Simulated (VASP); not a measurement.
Set up this calculation in VASP 6.6.1, as the native input.

```
Task                   : relaxation of cell and atoms
Functional             : PBEsol
Potentials or basis    : VASP PAW PBE potentials, release 64 (Si)
Cutoff                 : 600 eV
k mesh                 : 8 × 8 × 8
Occupations            : fermi-dirac, width 0.05 eV
Spin                   : no spin polarisation
Further INCAR settings : ALGO = Fast; EDIFF = 1e-06; IBRION = 2; EDIFFG = -0.005; NSW = 40; ISIF = 3
```

The structure of Si lies in POSCAR:

```
Si
1.0
    0.0000000000      2.7218511865      2.7218511865
    2.7218511865      0.0000000000      2.7218511865
    2.7218511865      2.7218511865      0.0000000000
Si
2
Direct
    0.5000000000      0.5000000000      0.5000000000
    0.7500000000      0.7500000000      0.7500000000
```

These files were run (other wordings do the same):

INCAR

```
SYSTEM = Si
PREC = Accurate
ENCUT = 600
EDIFF = 1E-6
ISMEAR = -1
SIGMA = 0.05
LREAL = .FALSE.
LASPH = .TRUE.
NELM = 80
ALGO = Fast
ISIF = 3
LWAVE = .FALSE.
LCHARG = .FALSE.
GGA = PS
IBRION = 2
NSW = 40
EDIFFG = -0.005
```

KPOINTS

```
regular mesh
0
G
  8 8 8
  0 0 0
```

Potentials or basis: VASP PAW PBE potentials, release 64 (Si).

The run is started by

```console
$ cat potpaw_PBE.64/Si/POTCAR > POTCAR
$ mpirun -np 1 vasp_std > vasp.out
```

Results of the run:

```
Relaxed volume                         : 20.08 Å³/atom
Relaxed cell                           : a = 3.844 Å, b = 3.844 Å, c = 3.844 Å, α = 60.00°, β = 60.00°, γ = 60.00°
Space group after relaxing (to 0.05 Å) : Fd-3m (No. 227)
Energy gained by relaxing              : 0.1 meV/atom
Ionic steps                            : 3
Pressure after relaxing                : 0.0 GPa
Band gap on the k mesh                 : 0.51 eV, indirect (least direct gap 2.52 eV)
```

Caveat: the PAW data sets were made with another functional, which shifts forces and pressure a little.

Wall time 22 s on 1 thread of Intel(R) Xeon(R) Platinum 8259CL CPU @ 2.50GHz (Skylake/Cascade Lake) (shared host), peak memory 0.17 GiB.
